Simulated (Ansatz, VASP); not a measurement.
Bi in VASP and in Ansatz

```xyz
1
Lattice="-1.9814 1.9814 1.9814 1.9814 -1.9814 1.9814 1.9814 1.9814 -1.9814" Properties=species:S:1:pos:R:3 pbc="T T T"
Bi    0.0000    0.0000    0.0000
```

This isn't the form of Bi at room conditions, which is rhombohedral.

Alike in both runs: task single point; functional PBE; k mesh 7 × 7 × 7; occupations fermi-dirac, width 0.05 eV; no spin polarisation.

|  | VASP | Ansatz |
| --- | --- | --- |
| version | VASP 6.6.1 | Ansatz 0.2.0 |
| potentials or method | VASP PAW PBE potentials, release 64 (Bi_d) | Ansatz PAW |
| plane-wave cutoff (eV) | 520 | 420 |
| valence electrons in the cell | 15 | 15 |

|  | VASP | Ansatz | Ansatz less VASP |
| --- | --- | --- | --- |
| gap on the k mesh at the Fermi level (eV) | none | none | - |
| pressure (GPa) | 1.8 | 1.8 | +0.05 |

A gap of «none» marks a metal or a gap that the smearing closes. The functional is the same, so the differences come from potentials, cutoffs and numerics.

Caveats: spin-orbit coupling is left out, which moves the levels of the heavy elements.
